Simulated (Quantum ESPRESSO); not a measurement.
Crystal: MoS2.

```
Mo S
1.0
     1.58000    0.91221    6.15000
    -1.58000    0.91221    6.15000
     0.00000   -1.82443    6.15000
Mo S
1 2
Cartesian
  0.0000 0.0000 0.0000
  0.0000 0.0000 7.6936
  0.0000 0.0000 4.6125
```

Measurements of this composition are mostly on another form, of space group No. 194.

Base run:

- Program: Quantum ESPRESSO 7.5
- Functional: LDA
- Potentials or basis: GBRV 1.5 LDA
- Cutoff: 612 eV
- Density cutoff: 4898 eV
- k mesh: 10 × 10 × 10
- Occupations: fermi-dirac, width 0.05 eV
- Spin: no spin polarisation

Its results: band gap on the k mesh 0.88 eV, indirect (least direct gap 1.96 eV); pressure -2.6 GPa; largest force 0.087 eV/Å.

Q: The run is repeated on the same cell with these changes: k mesh from 10 × 10 × 10 to 8 × 8 × 8. What comes out?

A: Band gap on the k mesh 0.96 eV, indirect (least direct gap 2.02 eV); pressure -2.6 GPa; largest force 0.087 eV/Å.

Caveats: the mesh misses the band edges, which the band path finds closer together (some runs).

Not every run made on this cell is shown here.
